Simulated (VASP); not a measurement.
A run of VASP 6.6.1 is set up as follows.

The input INCAR:

```
PREC = Accurate ; ENCUT = 520
EDIFF = 1E-6 ; ISMEAR = 0
SIGMA = 0.02 ; LREAL = False
LASPH = True ; NELM = 80
ALGO = Normal ; ISIF = 2
LWAVE = False ; LCHARG = True
GGA = PE ; LORBIT = 11
LELF = True ; LVHAR = True
```

Contents of KPOINTS:

```
Automatic mesh
0
Gamma
  10 10 8
```

The input POSCAR:

```
TiB2
1.0
    3.0292000000      0.0000000000      0.0000000000
   -1.5146000000      2.6233641531      0.0000000000
    0.0000000000      0.0000000000      3.2284000000
Ti B
1 2
Direct
    0.0000000000      0.0000000000      0.0000000000
    0.6666666667      0.3333333333      0.5000000000
    0.3333333333      0.6666666667      0.5000000000
```

Potentials or basis: VASP PAW PBE potentials, release 64 (Ti_sv, B).

Launch:

```sh
$ cat potpaw_PBE.64/Ti_sv/POTCAR potpaw_PBE.64/B/POTCAR > POTCAR
$ mpirun -np 1 vasp_std > vasp.out
```

Problem. Predict the band gap on the k mesh.

Solution. None (metal or under the smearing width).

Problem. Estimate the pressure.

Solution. 0.5 GPa.
